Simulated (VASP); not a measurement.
## GaAs: relaxation of cell and atoms with PBEsol

GaAs:

```
CELL_PARAMETERS angstrom
0.00000 2.83140 2.83140
2.83140 0.00000 2.83140
2.83140 2.83140 0.00000
ATOMIC_POSITIONS crystal
Ga 0.00000 0.00000 0.00000
As 0.25000 0.25000 0.25000
```

| Quantity | Value |
| --- | --- |
| Program | VASP 6.6.1 |
| Task | relaxation of cell and atoms |
| Functional | PBEsol |
| Potentials or basis | VASP PAW PBE potentials, release 64 (Ga_d, As) |
| Cutoff | 600 eV |
| k mesh | 10 × 10 × 10 |
| Occupations | gaussian, width 0.03 eV |
| Spin | no spin polarisation |
| Further INCAR settings | ALGO = Normal; EDIFF = 1e-07; IBRION = 2; EDIFFG = -0.005; NSW = 90; ISIF = 3 |

- Pressure after relaxing: 0.0 GPa
- Band gap on the k mesh: 0.42 eV, direct

Final structure:
```cif
data_structure
_symmetry_space_group_name_H-M 'P 1'
_symmetry_Int_Tables_number 1
_cell_length_a 4.0042
_cell_length_b 4.0042
_cell_length_c 4.0042
_cell_angle_alpha 60.000
_cell_angle_beta 60.000
_cell_angle_gamma 60.000
_cell_volume 45.40
loop_
_atom_site_label
_atom_site_type_symbol
_atom_site_fract_x
_atom_site_fract_y
_atom_site_fract_z
_atom_site_occupancy
Ga1 Ga 0.00000 0.00000 0.00000 1
As1 As 0.25000 0.25000 0.25000 1
```

Levels at points of the mesh, in eV from the valence-band top:
| k point | band 6 | band 7 | band 8 | band 9 | band 10 | band 11 | band 12 | band 13 |
| --- | --- | --- | --- | --- | --- | --- | --- | --- |
| (0.00, 0.00, 0.00) | -12.72 | 0.00 | 0.00 | 0.00 | 0.42 | 3.69 | 3.69 | 3.69 |
| (0.50, 0.00, 0.00) | -10.95 | -6.65 | -1.14 | -1.14 | 0.92 | 4.58 | 4.58 | 7.58 |
| (0.50, 0.50, 0.00) | -10.22 | -6.83 | -2.68 | -2.68 | 1.36 | 1.57 | 10.09 | 10.09 |

Run time: 12 s on 2 MPI ranks on Intel(R) Xeon(R) Platinum 8488C (Sapphire Rapids), on a shared host, peak memory 0.18 GiB a rank.

Caveat: the relaxation stopped at its first step, so nothing moved; the PAW data sets were made with another functional, which shifts forces and pressure a little. A k mesh can miss the band edges.
